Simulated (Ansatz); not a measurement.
FeO:

```
Fe O
1.0
    -1.60210    1.60210    2.08339
     1.60210   -1.60210    2.08339
     1.60210    1.60210   -2.08339
Fe O
1 1
Direct
  0.00000 0.00000 0.00000
  0.50000 0.50000 0.00000
```

The cell comes from a database or a generator and needn't be the stable form of this composition.

Base run:

```yaml
Program: Ansatz 0.2.0
Functional: PBE
Potentials_or_basis: Ansatz PAW
Cutoff: "420 eV (not typed: the program's choice for these potentials)"
k_mesh: 12 × 12 × 12
Occupations: fermi-dirac, width 0.05 eV
Spin: collinear spin, ferromagnetic start
Starting_moments: "[4.5, 0.0] μB"
```

Its results: band gap on the k mesh none (metal or under the smearing width); pressure -8.7 GPa.

After a change of settings the same cell gave: band gap on the k mesh none (metal or under the smearing width); pressure -29.8 GPa. Which change was it?
A. spin from collinear spin, ferromagnetic start to no spin polarisation
B. moments at the start from [4.5, 0.0] to [3.0, 0.0]
C. spin from collinear spin, ferromagnetic start to collinear spin, random start; moments at the start from [4.5, 0.0] to [-2.68, 0.0]

A.

Caveats: semilocal functionals often make such compounds metallic where correlation or magnetic order opens a gap, which also shifts bond lengths; a cell with one magnetic atom can't hold antiferromagnetic order, which such compounds often take (some runs); a pressure of tens of GPa on the cell as given is suspect, and the run, the potentials or the cell itself is likely at fault (some runs).
